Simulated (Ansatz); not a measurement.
The calculation used Ansatz, DFT PBE, scalar-relativistic, plane waves, PAW. All cells share a 420 eV cutoff and Γ-centred k meshes spaced at most about 0.3 Å⁻¹ (about 0.25 or finer for metals, 2π included). No spin polarisation.

These are static total energies at zero pressure.

Two relaxed structures of Si2O:

A.

```cif
data_structure
_symmetry_space_group_name_H-M 'Imma'
_symmetry_Int_Tables_number 74
_cell_length_a 3.9315
_cell_length_b 9.3462
_cell_length_c 6.1658
_cell_angle_alpha 90.000
_cell_angle_beta 90.000
_cell_angle_gamma 90.000
_cell_volume 226.56
loop_
_atom_site_label
_atom_site_type_symbol
_atom_site_symmetry_multiplicity
_atom_site_Wyckoff_symbol
_atom_site_fract_x
_atom_site_fract_y
_atom_site_fract_z
_atom_site_occupancy
Si1 Si 8 h 0.00000 0.91262 0.86063 1
O1 O 4 e 0.00000 0.75000 0.98088 1
```

B.

```cif
data_structure
_symmetry_space_group_name_H-M 'I4/mmm'
_symmetry_Int_Tables_number 139
_cell_length_a 3.4572
_cell_length_b 3.4572
_cell_length_c 7.9442
_cell_angle_alpha 90.000
_cell_angle_beta 90.000
_cell_angle_gamma 90.000
_cell_volume 94.95
loop_
_atom_site_label
_atom_site_type_symbol
_atom_site_symmetry_multiplicity
_atom_site_Wyckoff_symbol
_atom_site_fract_x
_atom_site_fract_y
_atom_site_fract_z
_atom_site_occupancy
Si1 Si 4 e 0.00000 0.00000 0.20844 1
O1 O 2 a 0.00000 0.00000 0.00000 1
```

Question: Which is lower in energy, and by how much?

Answer: A is lower, by 151 meV/atom. A has space group Imma (No. 74), 18.9 Å³/atom and no gap on its mesh; B has space group I4/mmm (No. 139), 15.8 Å³/atom and no gap. Counting O atoms around Si (those within 1.25 times the shortest such distance or 1.15 times the sum of covalent radii), A and B both have Si 1. A and B both hold Si–Si nets. The lower one is the more open, so pressure narrows the difference. Both come from invented guesses.

Cells relaxed within their symmetry can be saddle points.
